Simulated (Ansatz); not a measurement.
We consider tetradymite Sb2Te3, described by PBE in Ansatz (PAW).

Settings: plane-wave cutoff 520 eV, 10×10×10 k mesh, Fermi–Dirac smearing 0.01 eV, scalar-relativistic PAW data made under PBE.

Cell (relaxed at this level):

```
CELL_PARAMETERS angstrom
     10.55372    -2.16848     0.01713
     10.55372     2.16848     0.01713
     10.10211     0.00000     3.74579
ATOMIC_POSITIONS crystal
  Sb 0.39666 0.39666 0.39666
  Sb 0.60334 0.60334 0.60334
  Te 0.00000 0.00000 0.00000
  Te 0.21586 0.21586 0.21586
  Te 0.78414 0.78414 0.78414
```

### Question
Estimate the bulk modulus and band gap that the calculation returns.

### Answer

* **bulk modulus**: 13.6 GPa
* **band gap**: 0.20 eV

Measured, for comparison: band gap 0.3 eV (temperature not stated, not corrected to a static lattice, compiled measured gap; kind and temperature not stated, our sources range from 0.17 to 0.30; as tabulated in Kothakonda et al. (2022), arXiv:2208.02841); bulk modulus 36.1 ± 0.9 GPa (temperature not stated, not corrected to a static lattice; as tabulated in Sans et al. (2019), arXiv:1907.08317). Computed (rounded) less measured: bulk modulus -62 %.

Note: for a layered or molecular solid the relaxed cell lies over 5 % above the published volume, where the minimum can be shallow; the cell comes from a level without a dispersion term, which matters for the spacing of layers, chains or molecules; the bulk modulus comes from volumes at which shape and atoms were relaxed.

Spin–orbit coupling is not included; it can close the smallest gap of 0.20 eV.

Static lattice: no zero-point or thermal effects.

Ansatz is a quantum-chemistry and plane-wave program.
